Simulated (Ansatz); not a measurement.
Crystal: TiCo.

```
CELL_PARAMETERS angstrom
2.98611 0.00000 0.00000
0.00000 2.98611 0.00000
0.00000 0.00000 2.98611
ATOMIC_POSITIONS crystal
Co 0.50000 0.50000 0.50000
Ti 0.00000 0.00000 0.00000
```

The cell comes from a database or a generator and needn't be the stable form of this composition.

Base run:

* Program: Ansatz 0.2.0
* Functional: PBEsol
* Potentials or basis: all-electron PAW datasets made for the crystal
* Cutoff: 280 eV (chosen from the basis error)
* k mesh: 9 × 9 × 9
* Occupations: fermi-dirac, width 0.05 eV
* Spin: collinear spin, ferromagnetic start
* Starting moments: [2.0, 1.0] μB

Its results: pressure -8.1 GPa; net moment 0.73 μB per cell; site moments Co +0.82; Ti -0.03 μB.

Q: The run is repeated on the same cell with these changes: potentials or basis from all-electron PAW datasets made for the crystal to all-electron LAPW, non-relativistic; cutoff from 280 eV (chosen from the basis error) to 279 eV (chosen from the basis error). What comes out?

A: Pressure -6.5 GPa; net moment 0.67 μB per cell; site moments Co +0.74; Ti -0.03 μB.
